If you plan to relax a zinc sulphide cell and build later calculations on it, you must choose a functional and decide whether to add a dispersion correction. These are not two separate choices. The table compares five gradient-corrected functionals, each with its own version of the D3 correction, all started from one hexagonal cell.

Hexagonal ZnS (P6_3mc, 8 atoms per cell), computed with VASP 6.6.1 using plane-wave DFT, D3 dispersion (zero damping) and PAW datasets made for PBE. Cell and atomic positions were relaxed with a 600 eV cutoff, an 8 × 8 × 3 k-point mesh and Fermi-Dirac smearing of 0.05 eV. Volume changes are relative to the common starting cell.

```csv
functional,volume change (%),relaxed length a (Å),relaxed length c (Å)
PBE,-1.410,3.806,12.455
PBEsol,-5.310,3.755,12.285
revPBE,-2.730,3.789,12.395
RPBE,-0.930,3.812,12.471
BLYP,-0.120,3.821,12.518
```

PBEsol shrinks the cell by 5.3 %, while BLYP leaves it practically unchanged. The oddity sits in between: revPBE gives a smaller cell than PBE, although without dispersion it is known to give larger ones. Three explanations suggest themselves.

**More dispersion, smaller cell?** Dispersion is an attraction, so the functional with the most of it should shrink the crystal most. The D3 energies of the same runs contradict this. PBEsol has the weakest, 1.8 eV per cell, and shrinks most; BLYP has the strongest, 4.2 eV, and shrinks least. The reason lies in how D3 is made: its parameters are tuned for each functional to supply the attraction that functional lacks. A large D3 energy therefore often marks a functional that binds weakly by itself.

**A softer crystal?** PBEsol might simply make the solid easier to compress. A crystal near its rest volume behaves like a spring, so the energy gained on relaxing is $\tfrac12 B V x^2$, with $B$ the bulk modulus, $V$ the cell volume and $x$ the fractional volume change. Solved for $B$ row by row, the computed gains give 79 to 85 GPa for four functionals. BLYP has to be left out, because its gain of 0.5 meV is too small to separate from internal relaxation and numerical noise. Softness alone would need PBEsol to be almost four times as compliant as PBE, and it isn't. What differs is the push towards a smaller cell.

**Two forces on one spring.** The push has two sources. The first is the functional itself. Gradient-corrected exchange lowers the energy where the density varies strongly, and drawing atoms apart makes the density between them more uneven. A functional with a strong gradient term thus favours larger cells. PBEsol has a weakened one, which is the standard explanation for its short lattice constants. Here it ends 3.9 percentage points below PBE, despite its weaker D3 energy.

The second source is the D3 attraction, best seen by comparing revPBE with RPBE. Their exchange parts are similar, so without dispersion they should give similar cells. Yet revPBE ends 1.8 points lower, and its D3 energy is 0.76 eV stronger.

Is that enough to explain the gap? Dispersion energy falls roughly as the inverse sixth power of distance, hence as $1/V^2$. Its slope with volume is then an inward pull of $2|E|/V$, where $E$ is the D3 energy, and dividing by $B$ turns the pull into a fractional shrinkage. The cell holds eight atoms at 19.8 Å³ each, about 158 Å³, and a rough textbook bulk modulus is 75 GPa:

$$\frac{2\times0.76\ \text{eV}}{158\ \text{Å}^3}\approx0.0096\ \text{eV/Å}^3\approx1.5\ \text{GPa},\qquad \frac{1.5}{75}\approx2\,\%.$$

No constant was adjusted to these volumes. The D3 energies were read at the relaxed cells, and the smaller revPBE cell itself strengthens the attraction. Scaled back to the common starting cell, the estimate drops to 1.6 points, so the two versions bracket the computed gap. That agreement is closer than the model deserves, since it ignores the damping of D3 at short range and its higher-order terms, and these are the very parts in which the D3 versions of these functionals differ.

The same reasoning accounts for the oddity. revPBE has a stronger gradient term than PBE, which pushes its cell outwards, but its D3 energy is 1.8 eV stronger and pulls it back. The crude estimate puts the extra pull at a few per cent of the volume. The outward push, found only as what is left over, is of similar size, and the pull wins narrowly. In RPBE the two nearly cancel, leaving it just above PBE.

When the estimated D3 share is removed from every row, the remaining order is PBEsol, PBE, revPBE and RPBE close together, then BLYP. That fits the usual trend without dispersion, in which PBEsol gives smaller cells than PBE, and revPBE and RPBE larger ones. The gradient term of exchange alone doesn't place BLYP, however: at a gradient typical of bonds its strength lies between those of PBE and revPBE, yet BLYP ends up with the largest cell. Its different correlation part is a likely reason, but these runs don't test it. Nor do they include relaxations without D3, which would measure the two shares directly. All five rows also use PAW datasets made for PBE; for the other four functionals this is an inconsistency, though usually a small one.

**What to do.** Treat a functional and its D3 parameters as one method, and don't carry a lattice from one combination to another without relaxing it again. Between PBE and its relatives PBEsol, revPBE and RPBE, two questions help you guess the direction of a change: does the new functional have a stronger gradient term, which enlarges the cell, and does it bring a stronger D3 attraction, which shrinks it? If the two effects oppose each other, only a new relaxation tells which wins, and a second one without D3 shows how much each contributes. For BLYP the questions mislead: similar exchange and a stronger D3 attraction would suggest a smaller cell than that of PBE, but the computed one is larger. And don't choose BLYP just because its cell hardly moved: the origin of the starting cell isn't given here, so staying close to it is no proof of accuracy. For that, compare the relaxed cell with a measured lattice.
